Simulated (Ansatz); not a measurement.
# GaN (P6_3mc) in Ansatz: further runs

The runs below take GaN through relaxation of cell and atoms, single point, with revPBE, r2SCAN+D3(BJ), PBE.

All numbers are computed with Ansatz 0.2.0; they aren't measurements. Logs are shortened: lines on timing, memory, paths and dates and some standing lists are left out, and cuts for length are marked.

**The experiment to reproduce.**

From “Studying electronic properties in GaN without electrical contacts using γ-γ vs e−-γ Perturbed Angular Correlations”, 2019, pmc:6823545, for a bulk crystal of GaN: band gap 3.503 ± 0.005 eV (direct).

How close the calculation comes is told below.

## Step 1: The structure

The structure is hexagonal, space group P6_3mc (No. 186). The conventional cell has a = 3.180 Å, b = 3.180 Å, c = 5.166 Å, α = 90.00°, β = 90.00°, γ = 120.00°. Ga (site symmetry 3m) is surrounded by 4 N at 1.94 to 1.95 Å. Around N (site symmetry 3m) lie 4 Ga at 1.94 to 1.95 Å.

## Step 2: Relaxation of cell and atoms, revPBE

File input.yaml:

```yaml
crystal:
  lattice:
    - [3.18, 0.0, 0.0]
    - [-1.59, 2.753960784, 0.0]
    - [0.0, 0.0, 5.166]
  atoms:
    - { symbol: Ga, position: [0.6666666667, 0.3333333333, 0.5] }
    - { symbol: Ga, position: [0.3333333333, 0.6666666667, 0.0] }
    - { symbol: "N", position: [0.6666666667, 0.3333333333, 0.875] }
    - { symbol: "N", position: [0.3333333333, 0.6666666667, 0.375] }
hamiltonian:
  xc: revpbe
  pseudopotentials: { kind: paw }
kpoints:
  mp_grid: { grid: [10, 10, 5] }
scf:
  occupations: { method: fermi_dirac, width: 0.05 }
output:
  forces: true
  stress: true
relax:
  f_tol: 0.01
  max_steps: 40
  cell: { stress_tol: 0.05 }
```

Potentials or basis: Ansatz PAW.

Run with:

```console
$ ansatz run input.yaml --threads 2 --pin off --max-ram 5120MiB --backend cpu --events-out ev --progress --plain --runs-dir out
```

What it wrote:

```text
Warning: RAYON_NUM_THREADS=2 ignored (pool sized by the plan → 2); use --threads N
Engine: ansatz 0.2.0, x86_64-unknown-linux-gnu
Pseudopotentials: kind: paw
Pseudopotential: Ga, paw, valence charge 13, recommended cutoff 420 eV (normal), Ga.paw.azcp
Pseudopotential: N, paw, valence charge 5, recommended cutoff 420 eV (normal), N.paw.azcp
Functional definition: revPBE
  parameter kappa = 1.245
  parameter beta = 0.06672455060314922
  exchange = pbe_x(kappa = kappa, mu = beta*pi^2/3)
  correlation = pbe_c(beta = beta)
Crystal: 4 atoms, lattice volume = 45.242 Å³
Basis set: ecut = 420 eV, 881 PW (Γ), exchange–correlation on 48×48×72 points (8 copies of the dense FFT grid, shifted against one another)
Bands: 22, of which v1, the nominal top of the filled ones, is band 18 counted from 1 (17 counted from 0)
Symmetry: 12 space group operations
Space group: P63mc (ITA 186), of the structure as read, at distance tolerance 3.6e-5 Å
k-points: 42 of 500 (time reversal used)
Non-local potential: Ga, projectors of the file, l = 0: 2, l = 1: 2, l = 2: 3, l = 3: 1
Non-local potential: N, projectors of the file, l = 0: 2, l = 1: 2, l = 2: 1
PAW form: soft (Blöchl's): semilocal exchange-correlation on the pseudo side does not see the compensation charge
PAW frozen core: Ga, regenerated for the run's functional, and the local potential with it (the file was generated under x = pbe(κ = 0.804, μ = 0.2195149727645171), c = pbe(β = 0.06672455060314922))
PAW frozen core: N, regenerated for the run's functional, and the local potential with it (the file was generated under x = pbe(κ = 0.804, μ = 0.2195149727645171), c = pbe(β = 0.06672455060314922))
PAW one-centre angular grid: Ga, 590 points (default); XC on 64 Gauss nodes
PAW one-centre angular grid: N, 110 points (default); XC on 64 Gauss nodes
Initial density: superposition of atomic densities (neutral atoms: chi_scale 0, normalization atom), corrected by the library's trained network
Initial wavefunctions: pseudopotential atomic-orbital guess
Functional: x = revpbe(κ = 1.245, μ = 0.2195149727645171), c = pbe(β = 0.06672455060314922)
SCF iter   1: F=—  HF=-8345.816447 eV  |F-HF|=—  |Δ(HF+E_count)|=         —  Δρ=2.79e-3  dr2=1.43e-3  ethr=1.77e-3  ⟨swp⟩=5.0  Hψ=3702  notcnv=0
preconditioner: auto → Resta (q_TF=auto, 2.626 Å⁻¹)  ε∞=4.9  [insulator: Δε(μ)=1.998 eV  Ē_g=16.719 eV  σ=0.050 eV  W_gap=1.00  n_scr=22 (ndim 8)  ℏωp=33.1 eV  f_vac=0.008  D(μ)=0.00/eV (n_scr^D=0)  ε∞_Penn≈4.9]
SCF iter   2: F=—  HF=-8345.816404 eV  |F-HF|=—  |Δ(HF+E_count)|=   4.26e-5  Δρ=1.16e-3  dr2=3.60e-4  ethr=3.99e-6  ⟨swp⟩=2.0  Hψ=1978  notcnv=0
SCF iter   3: F=—  HF=-8345.816456 eV  |F-HF|=—  |Δ(HF+E_count)|=   5.20e-5  Δρ=7.40e-4  dr2=1.17e-4  ethr=1.00e-6  ⟨swp⟩=2.7  Hψ=1662  notcnv=0
SCF iter   4: F=—  HF=-8345.816515 eV  |F-HF|=—  |Δ(HF+E_count)|=   5.90e-5  Δρ=1.07e-4  dr2=6.32e-6  ethr=3.26e-7  ⟨swp⟩=2.6  Hψ=1569  notcnv=0
SCF iter   5: F=—  HF=-8345.816515 eV  |F-HF|=—  |Δ(HF+E_count)|=   9.34e-8  Δρ=5.29e-5  dr2=9.77e-7  ethr=1.75e-8  ⟨swp⟩=2.0  Hψ=1307  notcnv=0
SCF iter   6: F=-8345.816518 eV  HF=-8345.816518 eV  |F-HF|=7.24e-8  |Δ(HF+E_count)|=   2.25e-6  Δρ=9.31e-6  dr2=4.58e-8  ethr=2.78e-10  ⟨swp⟩=3.0  Hψ=3749  notcnv=0
SCF 1 converged in 6 iterations: F = -8345.816518 eV  dr2 = 4.58e-8
relax step   1: F+E_penalty+E_count = -8345.81651772 eV  Δ(F+E_penalty+E_count) = +0.000e0 eV  max|allowed force component| = 1.409e-1 eV/Å  Δτ_max = 0.0000 Å  P = +10.372 GPa  Ω = 45.242 Å³  (6 SCF iters, dr2 threshold 1.00e-7 eV, accepted)
Crystal: 4 atoms, lattice volume = 46.706 Å³
Basis set: ecut = 420 eV, 941 PW (Γ), exchange–correlation on 48×48×72 points (8 copies of the dense FFT grid, shifted against one another)
Initial density: handed on by an earlier stage of this run
Initial wavefunctions: those handed on with the density
iter 1 solved again at ethr=5.30e-5 eV; its pass at ethr=3.10e-3 eV (dr2=1.91e-2 eV) is discarded
SCF iter   1: F=—  HF=-8345.882482 eV  |F-HF|=—  |Δ(HF+E_count)|=         —  Δρ=6.07e-3  dr2=1.93e-2  ethr=5.30e-5  ⟨swp⟩=1.0  Hψ=4808  notcnv=0
preconditioner: auto → Resta (q_TF=auto, 2.612 Å⁻¹)  ε∞=4.9  [insulator: Δε(μ)=1.741 eV  Ē_g=16.481 eV  σ=0.050 eV  W_gap=1.00  n_scr=22 (ndim 8)  ℏωp=32.6 eV  f_vac=0.016  D(μ)=0.00/eV (n_scr^D=0)  ε∞_Penn≈4.9]
[... 46 lines left out ...]
SCF iter   7: F=—  HF=-8345.898144 eV  |F-HF|=—  |Δ(HF+E_count)|=   2.72e-9  Δρ=4.32e-7  dr2=1.14e-10  ethr=5.91e-12  ⟨swp⟩=2.0  Hψ=1390  notcnv=0
SCF iter   8: F=—  HF=-8345.898144 eV  |F-HF|=—  |Δ(HF+E_count)|=  3.57e-10  Δρ=2.96e-7  dr2=5.72e-11  ethr=1.00e-12  ⟨swp⟩=4.0  Hψ=3349  notcnv=0
SCF iter   9: F=-8345.898144 eV  HF=-8345.898144 eV  |F-HF|=0.00e0  |Δ(HF+E_count)|=  3.09e-11  Δρ=3.91e-8  dr2=1.07e-12  ethr=1.00e-12  ⟨swp⟩=4.0  Hψ=3149  notcnv=0
SCF 6 converged in 9 iterations: F = -8345.898144 eV  dr2 = 1.07e-12
relax step   6: F+E_penalty+E_count = -8345.89814379 eV  Δ(F+E_penalty+E_count) = -9.385e-3 eV  max|allowed force component| = 2.836e-4 eV/Å  Δτ_max = 0.0000 Å  P = +0.264 GPa  Ω = 47.764 Å³  stress off target by 2.84e-1 GPa  SCF on the basis re-selected at this cell (its energy is not comparable with the rows above)  (9 SCF iters)
basis re-selected at this cell: Δ(F+E_penalty+E_count) = -9.385e-3 eV, ΔP = +0.263 GPa vs the last step (what re-selecting the basis moved, of the pressure what is left beyond the Pulay correction that the steps carried, after the strain that the cell walked since its last selection, with what the two solves' SCF thresholds leave and, on support functions, any second-order correction that the steps lacked; it is no measure of the basis error at this ecutwfc). This SCF's stress stands 2.84e-1 GPa from its target on what of the cell is left free (relax.cell.stress_tol is 5.00e-2 GPa) and its largest allowed force component is 2.84e-4 eV/Å (relax.f_tol is 1.00e-2 eV/Å): not within both, so this SCF does not close the relaxation
Crystal: 4 atoms, lattice volume = 47.839 Å³
iter 1 solved again at ethr=1.15e-7 eV; its pass at ethr=3.10e-3 eV (dr2=4.13e-5 eV) is discarded
SCF iter   1: F=—  HF=-8345.897988 eV  |F-HF|=—  |Δ(HF+E_count)|=         —  Δρ=2.79e-4  dr2=4.21e-5  ethr=1.15e-7  ⟨swp⟩=2.4  Hψ=4347  notcnv=0
preconditioner: auto → Resta (q_TF=auto, 2.602 Å⁻¹)  ε∞=4.9  [insulator: Δε(μ)=1.629 eV  Ē_g=16.322 eV  σ=0.050 eV  W_gap=1.00  n_scr=22 (ndim 8)  ℏωp=32.2 eV  f_vac=0.013  D(μ)=0.00/eV (n_scr^D=0)  ε∞_Penn≈4.9]
SCF iter   2: F=—  HF=-8345.897996 eV  |F-HF|=—  |Δ(HF+E_count)|=   8.01e-6  Δρ=6.10e-5  dr2=1.86e-6  ethr=1.15e-7  ⟨swp⟩=2.0  Hψ=1167  notcnv=0
SCF iter   3: F=—  HF=-8345.897996 eV  |F-HF|=—  |Δ(HF+E_count)|=   3.41e-7  Δρ=3.70e-5  dr2=6.07e-7  ethr=5.62e-10  ⟨swp⟩=4.0  Hψ=3328  notcnv=0
SCF iter   4: F=-8345.897996 eV  HF=-8345.897996 eV  |F-HF|=1.55e-8  |Δ(HF+E_count)|=   3.83e-7  Δρ=7.43e-6  dr2=2.77e-8  ethr=5.62e-10  ⟨swp⟩=4.0  Hψ=3359  notcnv=0
SCF 7 converged in 4 iterations: F = -8345.897996 eV  dr2 = 2.77e-8
relax step   7: F+E_penalty+E_count = -8345.89799626 eV  Δ(F+E_penalty+E_count) = +1.475e-4 eV  max|allowed force component| = 1.819e-5 eV/Å  Δτ_max = 0.0000 Å  P = +0.004 GPa  Ω = 47.839 Å³  energy of the carried Pulay correction = -2.103e-4 eV  (4 SCF iters, dr2 threshold 2.02e-7 eV, accepted)
iter 1 solved again at ethr=2.38e-8 eV; its pass at ethr=3.10e-3 eV (dr2=8.56e-6 eV) is discarded
SCF iter   1: F=—  HF=-8345.898134 eV  |F-HF|=—  |Δ(HF+E_count)|=         —  Δρ=9.01e-6  dr2=2.68e-8  ethr=2.38e-8  ⟨swp⟩=3.0  Hψ=6499  notcnv=0
preconditioner: auto → Resta (q_TF=auto, 2.602 Å⁻¹)  ε∞=4.9  [insulator: Δε(μ)=1.631 eV  Ē_g=16.322 eV  σ=0.050 eV  W_gap=1.00  n_scr=22 (ndim 8)  ℏωp=32.2 eV  f_vac=0.013  D(μ)=0.00/eV (n_scr^D=0)  ε∞_Penn≈4.9]
SCF iter   2: F=—  HF=-8345.898155 eV  |F-HF|=—  |Δ(HF+E_count)|=   2.08e-5  Δρ=6.56e-6  dr2=1.34e-8  ethr=7.44e-11  ⟨swp⟩=2.0  Hψ=1680  notcnv=0
SCF iter   3: F=—  HF=-8345.898155 eV  |F-HF|=—  |Δ(HF+E_count)|=   1.11e-8  Δρ=3.76e-6  dr2=5.63e-9  ethr=3.72e-11  ⟨swp⟩=2.7  Hψ=1793  notcnv=0
SCF iter   4: F=—  HF=-8345.898155 eV  |F-HF|=—  |Δ(HF+E_count)|=   1.08e-8  Δρ=1.41e-6  dr2=9.65e-10  ethr=1.56e-11  ⟨swp⟩=2.0  Hψ=1391  notcnv=0
SCF iter   5: F=—  HF=-8345.898155 eV  |F-HF|=—  |Δ(HF+E_count)|=   2.02e-9  Δρ=3.56e-7  dr2=4.73e-11  ethr=2.68e-12  ⟨swp⟩=2.0  Hψ=1639  notcnv=0
SCF iter   6: F=-8345.898155 eV  HF=-8345.898155 eV  |F-HF|=0.00e0  |Δ(HF+E_count)|=  8.00e-11  Δρ=5.35e-8  dr2=1.45e-12  ethr=1.00e-12  ⟨swp⟩=4.0  Hψ=3355  notcnv=0
SCF 8 converged in 6 iterations: F = -8345.898155 eV  dr2 = 1.45e-12
relax step   8: F+E_penalty+E_count = -8345.89815521 eV  Δ(F+E_penalty+E_count) = -1.590e-4 eV  max|allowed force component| = 1.314e-5 eV/Å  Δτ_max = 0.0000 Å  P = +0.007 GPa  Ω = 47.839 Å³  stress off target by 1.56e-2 GPa  SCF on the basis re-selected at this cell (its energy is not comparable with the rows above)  (6 SCF iters)
basis re-selected at this cell: Δ(F+E_penalty+E_count) = -1.590e-4 eV, ΔP = +0.002 GPa vs the last step (what re-selecting the basis moved, of the pressure what is left beyond the Pulay correction that the steps carried, after the strain that the cell walked since its last selection, with what the two solves' SCF thresholds leave and, on support functions, any second-order correction that the steps lacked; it is no measure of the basis error at this ecutwfc). This SCF's stress stands 1.56e-2 GPa from its target on what of the cell is left free (relax.cell.stress_tol is 5.00e-2 GPa) and its largest allowed force component is 1.31e-5 eV/Å (relax.f_tol is 1.00e-2 eV/Å): within both
SCF converged after 6 iterations
Free energy (F): -8345.898155 eV
Harris-Foulkes:  -8345.898155 eV  (|F-HF|=0.00e0)
Internal energy: -8345.898155 eV  (E = F + TS)
E sigma→0 (E₀):  -8345.898155 eV
Fermi energy:    9.970452 eV
--- Per-component energies (eV) ---
  E_band       = -28.444547
  E_kinetic    = 490.957816
  E_local      = -3975.807875  (includes V_loc(G=0)·N_el)
  E_nonlocal   = 947.340094
  E_hartree    = 1824.434637
  E_xc         = -256.682784
  E_vxc        = -266.478510  (∫ρ·V_xc dr)
  E_paw        = -4250.786096  (= ΣΔE_a)
  E_vpaw       = -873.325512  (= ΣTr[D̂ρ^β])
  E_aug_tail   = 0.000124  (compensation charges beyond the density's cutoff)
  E_ewald      = -3125.147633
  E_core_change = -0.206438  (= ΣΔE_core)
  E_smearing   = -0.000000  (= −TS)
  E_closure    = 0.000000  (closes the sum)
  Σ components = -8345.898155   (vs F -8345.898155, Δ=0.00e0)
--- Forces (eV/Å), atoms counted from 1 ---
  atom   1  Ga     0.00000000    -0.00000000     0.00001297
  atom   2  Ga     0.00000000     0.00000000     0.00001297
  atom   3  N      0.00000000    -0.00000000    -0.00001330
  atom   4  N      0.00000000     0.00000000    -0.00001330
  max |Σ_I F_I| component: 6.61e-7 eV/Å
--- Stress (GPa, compression-positive) ---
        0.002594       0.000000       0.000000
        0.000000       0.002594       0.000000
       -0.000000       0.000000       0.015601
  P = ⅓ Tr σ = 0.0069 GPa (0.069 kbar)
--- Relaxed structure (6 steps of the walk, 6 accepted, 2 SCFs on fresh bases) ---
  F+E_penalty+E_count = -8345.89815521 eV   max|allowed force component| = 1.314e-5 eV/Å   (the final SCF, on the basis selected at the relaxed cell)
  cell:  # Å, volume = 47.8390 Å³
    - [3.237042038732231, -1.0554897465701037e-18, 1.5743895191530302e-17]
    - [-1.6185210193661155, 2.8033606386602825, -7.871947595765153e-18]
    - [2.5576403320740634e-17, -2.2108651114188768e-33, 5.271745552822808]
  atoms:
    - { symbol: Ga, position: [0.6666666666666665, 0.33333333333333326, 0.499072425362508] }
    - { symbol: Ga, position: [0.33333333333333326, 0.6666666666666665, -0.0009275746374918897] }
    - { symbol: N, position: [0.6666666666666665, 0.33333333333333326, 0.8759275746374916] }
    - { symbol: N, position: [0.33333333333333326, 0.6666666666666665, 0.3759275746374919] }
```

Run time: 11 s. Hardware: 2 threads of Intel Xeon Platinum 8559C (Emerald Rapids), shared host; peak memory 0.49 GiB.

Results:

```
Free energy                            : -8345.8982 eV
Relaxed volume                         : 11.96 Å³/atom
Relaxed cell                           : a = 3.237 Å, b = 3.237 Å, c = 5.272 Å, α = 90.00°, β = 90.00°, γ = 120.00°
Space group after relaxing (to 0.05 Å) : P6_3mc (No. 186)
Energy gained by relaxing              : 20.4 meV/atom
Ionic steps                            : 8
Pressure after relaxing                : 0.0 GPa
Band gap on the k mesh                 : 1.63 eV
```

Step by step:
```csv
step,energy change (eV),largest force (eV/Å),volume (Å³)
1,0.0000,0.1409,45.24
2,-0.0614,0.0997,46.71
3,-0.0722,0.0475,47.68
4,-0.0723,0.0097,47.76
5,-0.0722,0.0002,47.76
6,-0.0816,0.0003,47.76
7,-0.0815,0.0000,47.84
8,-0.0816,0.0000,47.84
```

Final structure:
```
CELL_PARAMETERS angstrom
3.23704 0.00000 0.00000
-1.61852 2.80336 0.00000
0.00000 0.00000 5.27175
ATOMIC_POSITIONS crystal
Ga 0.66667 0.33333 0.49907
Ga 0.33333 0.66667 0.99907
N 0.66667 0.33333 0.87593
N 0.33333 0.66667 0.37593
```

Caveat: odd divisions of the mesh miss points on the zone boundary, where band edges often lie, so the gap on the mesh can be too wide; the plane-wave basis is chosen anew once the cell has moved, so the energies of steps on either side of that aren't comparable; the pressure holds a Pulay correction of +0.5 GPa for the finite cutoff; the PAW data sets come from PBE, with cores solved anew for the run's functional, which leaves a small shift of forces and pressure.

## Step 3: Relaxation of cell and atoms, r2SCAN+D3(BJ)

input.yaml, as its differences from that of step 2:

```diff
@@ -11,4 +11,5 @@
 hamiltonian:
-  xc: revpbe
+  xc: r2scan
   pseudopotentials: { kind: paw }
+  dispersion: d3bj
 kpoints:
@@ -20,2 +21,6 @@
   stress: true
+  write_density: true
+  write_potential: true
+  elf: true
+  volumetric_format: npy
 relax:
```

Potentials or basis: Ansatz PAW.

Run with:

```console
$ ansatz run input.yaml --threads 2 --pin off --max-ram 5120MiB --backend cpu --events-out ev --progress --plain --runs-dir out
```

Run time: 15 s. Hardware: 2 threads of Intel Xeon Platinum 8559C (Emerald Rapids), shared host; peak memory 0.62 GiB.

It converged, with:

- Free energy: -8353.2589 eV
- Relaxed volume: 11.27 Å³/atom
- Relaxed cell: a = 3.174 Å, b = 3.174 Å, c = 5.169 Å, α = 90.00°, β = 90.00°, γ = 120.00°
- Space group after relaxing (to 0.05 Å): P6_3mc (No. 186)
- Energy gained by relaxing: 0.5 meV/atom
- Ionic steps: 5
- Pressure after relaxing: 0.0 GPa
- Band gap on the k mesh: 2.41 eV, direct

Step by step:
```csv
step,energy change (eV),largest force (eV/Å),volume (Å³)
1,0.0000,0.1420,45.24
2,-0.0013,0.1002,45.15
3,-0.0021,0.0186,45.07
4,-0.0022,0.0014,45.09
5,-0.0021,0.0014,45.09
```

Final structure:
```
CELL_PARAMETERS angstrom
3.17373 0.00000 0.00000
-1.58686 2.74853 0.00000
0.00000 0.00000 5.16878
ATOMIC_POSITIONS crystal
Ga 0.66667 0.33333 0.49914
Ga 0.33333 0.66667 0.99914
N 0.66667 0.33333 0.87586
N 0.33333 0.66667 0.37586
```

Levels at points of the mesh, in eV from the valence-band top:
```tsv
k point	band 15	band 16	band 17	band 18	band 19	band 20	band 21	band 22
(0.00, 0.00, 0.00)	-1.08	-0.04	0.00	0.00	2.41	4.90	10.02	10.65
(0.00, -0.50, 0.00)	-4.34	-2.87	-2.27	-1.04	5.62	6.19	6.59	9.46
```

Caveat: odd divisions of the mesh miss points on the zone boundary, where band edges often lie, so the gap on the mesh can be too wide; the plane-wave basis is chosen anew once the cell has moved, so the energies of steps on either side of that aren't comparable; the PAW data sets come from PBE, with cores solved anew for the run's functional, which leaves a small shift of forces and pressure; the dispersion damping was fitted for another functional or another form of the correction. r2SCAN opens gaps a little over a GGA but as a rule still falls short of measured ones.

## Step 4: Single point, PBE

input.yaml, as its differences from that of step 3:

```diff
@@ -11,7 +11,6 @@
 hamiltonian:
-  xc: r2scan
+  xc: pbe
   pseudopotentials: { kind: paw }
-  dispersion: d3bj
 kpoints:
-  mp_grid: { grid: [10, 10, 5] }
+  mp_grid: { grid: [13, 13, 7] }
 scf:
@@ -21,9 +20,2 @@
   stress: true
-  write_density: true
-  write_potential: true
-  elf: true
-  volumetric_format: npy
-relax:
-  f_tol: 0.01
-  max_steps: 40
-  cell: { stress_tol: 0.05 }
+  eigenvalues: true
```

Run with:

```console
$ ansatz run input.yaml --threads 2 --pin off --max-ram 5120MiB --backend cpu --events-out ev --progress --plain --runs-dir out
```

It took 2.5 s on 2 threads of Intel Xeon Platinum 8559C (Emerald Rapids), shared host; peak memory 0.52 GiB.

It converged, with:

```yaml
Free_energy: -8335.7964 eV
Pressure: 7.3 GPa
Largest_force: 0.137 eV/Å
Band_gap_on_the_k_mesh: 1.96 eV, direct
```

Forces on the atoms (eV/Å):
```
Ga   0.000  0.000 -0.137
Ga   0.000  0.000 -0.137
N    0.000  0.000  0.137
N    0.000  0.000  0.137
```

Stress tensor (GPa, compression positive):
```
6.58 0.00 0.00
0.00 6.58 0.00
0.00 0.00 8.74
```

Levels at points of the mesh, in eV from the valence-band top:
| k point | band 16 | band 17 | band 18 | band 19 | band 20 | band 21 |
| --- | --- | --- | --- | --- | --- | --- |
| (0.00, 0.00, 0.00) | -0.06 | 0.00 | 0.00 | 1.96 | 4.30 | 9.25 |

Caveat: odd divisions of the mesh miss points on the zone boundary, where band edges often lie, so the gap on the mesh can be too wide; the pressure holds a Pulay correction of +0.5 GPa for the finite cutoff.

## Step 5: Summary

| task | level | cell | k mesh | cutoff (eV) | gap on the mesh (eV) | pressure (GPa) | relaxed volume (Å³/atom) |
| --- | --- | --- | --- | --- | --- | --- | --- |
| relaxation of cell and atoms | revPBE | relaxed | 10 × 10 × 5 | 420 | 1.63 | 0.0 | 11.96 |
| relaxation of cell and atoms | r2SCAN+D3(BJ) | relaxed | 10 × 10 × 5 | 500 | 2.41 | 0.0 | 11.27 |
| single point | PBE | as given | 13 × 13 × 7 | 420 | 1.96 | 7.3 | - |

Alike in all rows: potentials or basis Ansatz PAW; no spin polarisation; smearing fermi-dirac 0.05 eV.

Caveats: odd divisions of the mesh miss points on the zone boundary, where band edges often lie, so the gap on the mesh can be too wide; the plane-wave basis is chosen anew once the cell has moved, so the energies of steps on either side of that aren't comparable (some runs); the PAW data sets come from PBE, with cores solved anew for the run's functional, which leaves a small shift of forces and pressure (some runs); the dispersion damping was fitted for another functional or another form of the correction (some runs).

Total energies depend on the potentials used, so only differences within one code and one set of settings carry meaning.

## Step 6: Against experiment

Step 4. Measured gap of GaN: 3.503 eV (direct; quoted in “Studying electronic properties in GaN without electrical contacts using γ-γ vs e−-γ Perturbed Angular Correlations”, 2019, pmc:6823545). This calculation gives 1.96 eV (-1.54 eV). Spin-orbit coupling on Ga is left out. The value is that of PBE, without temperature or zero-point motion. Semilocal functionals fall short of measured gaps as a rule.
